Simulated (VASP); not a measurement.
Wanted: the native input for a VASP 6.6.1 run.

```
Task                   : single point
Functional             : PBE
Dispersion             : D3(BJ)
Potentials or basis    : VASP PAW PBE potentials, release 64 (Sn_d, Se)
Cutoff                 : 520 eV
k mesh                 : 4 × 4 × 2
Occupations            : gaussian, width 0.1 eV
Spin                   : no spin polarisation
Dipole correction      : no
Further INCAR settings : ALGO = Fast; EDIFF = 1e-06; NBANDS = 28
```

The structure of SnSe lies in POSCAR:

```
SnSe
1.0
    4.2853274191      0.0000000000      0.0000000000
    0.0000000000      4.2853274191      0.0000000000
    0.0000000000      0.0000000000     10.9906921300
Sn Se
2 2
Direct
    0.5000000000      0.0000000000      0.3722291100
    0.0000000000      0.5000000000      0.6277708900
    0.5000000000      0.0000000000      0.6160394900
    0.0000000000      0.5000000000      0.3839605100
```

These files were run (other wordings do the same):

INCAR

```
PREC = Accurate ; ENCUT = 520
EDIFF = 1E-6 ; ISMEAR = 0
SIGMA = 0.1 ; LREAL = False
LASPH = True ; NELM = 100
ALGO = Fast ; ISIF = 2
LWAVE = False ; LCHARG = False
GGA = PE ; IVDW = 12
NBANDS = 28
```

KPOINTS

```
regular mesh
0
Gamma
  4 4 2
```

Potentials or basis: VASP PAW PBE potentials, release 64 (Sn_d, Se).

Command:

```sh
$ cat potpaw_PBE.64/Sn_d/POTCAR potpaw_PBE.64/Se/POTCAR > POTCAR
$ mpirun -np 1 vasp_std > vasp.out
```

Results of the run:

The largest force is 0.120 eV/Å and the band gap on the k mesh is 1.61 eV, indirect (least direct gap 1.72 eV). The dispersion energy per atom is -0.241 eV.

Caveat: spin-orbit coupling is left out, which moves the levels of the heavy elements.

Run time: 68 s on 1 thread of Intel(R) Xeon(R) Platinum 8259CL CPU @ 2.50GHz (Skylake/Cascade Lake), with other jobs on the host, peak memory 0.3 GiB.
